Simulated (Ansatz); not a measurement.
# Hg (sc type): a single-point run

Wanted: a converged single-point run for Hg (sc type), and a check of what comes out.

Computed with Ansatz 0.2.0 (DFT, PBE, all-electron LAPW, scalar-relativistic, unless a step's input says otherwise).

## 1. The structure to begin with

The structure is cubic, space group Pm-3m (No. 221). Conventional cell: a = 3.062 Å, b = 3.062 Å, c = 3.062 Å, α = 90.00°, β = 90.00°, γ = 90.00°. Hg (site symmetry m-3m) is surrounded by 6 Hg at 3.06 Å.

Coordinates:

```
CELL_PARAMETERS angstrom
3.06235 0.00000 0.00000
0.00000 3.06235 0.00000
0.00000 0.00000 3.06235
ATOMIC_POSITIONS crystal
Hg 0.00000 0.00000 0.00000
```

## 2. Input and run

input.yaml

```yaml
crystal:
  lattice:
    - [3.0623543439, 0.0, 0.0]
    - [0.0, 3.0623543439, 0.0]
    - [0.0, 0.0, 3.0623543439]
  atoms:
    - { symbol: Hg, position: [0.0, 0.0, 0.0] }
kpoints:
  mp_grid: { grid: [12, 12, 12] }
scf:
  occupations: { method: fermi_dirac, width: 0.3 }
  n_extra_bands: 0
  max_iter: 75
hamiltonian:
  xc: pbe
  pseudopotentials: { kind: all_electron, lapw: { basis_error: 0.00025 } }
output:
  forces: true
  stress: true
  eigenvalues: true
```

The run is started by

```sh
> ansatz run input.yaml --threads 1 --pin off --max-ram 2048MiB --backend cpu --events-out ev --progress --plain --runs-dir out
```

What happens when this is run?

The program refused the input before any cycle. It says: «inconsistent input (scf.n_extra_bands, scf.occupations.method): n_bands = 22 leaves no empty band above the 22 bands per channel that the deck's 44 electrons occupy ...»

In the input, scf.occupations.width is 0.3; scf.n_extra_bands is 0. The band count leaves no room above the highest filled state.

The cure: delete scf.n_extra_bands (the default then holds) and set scf.occupations.width to 0.05.
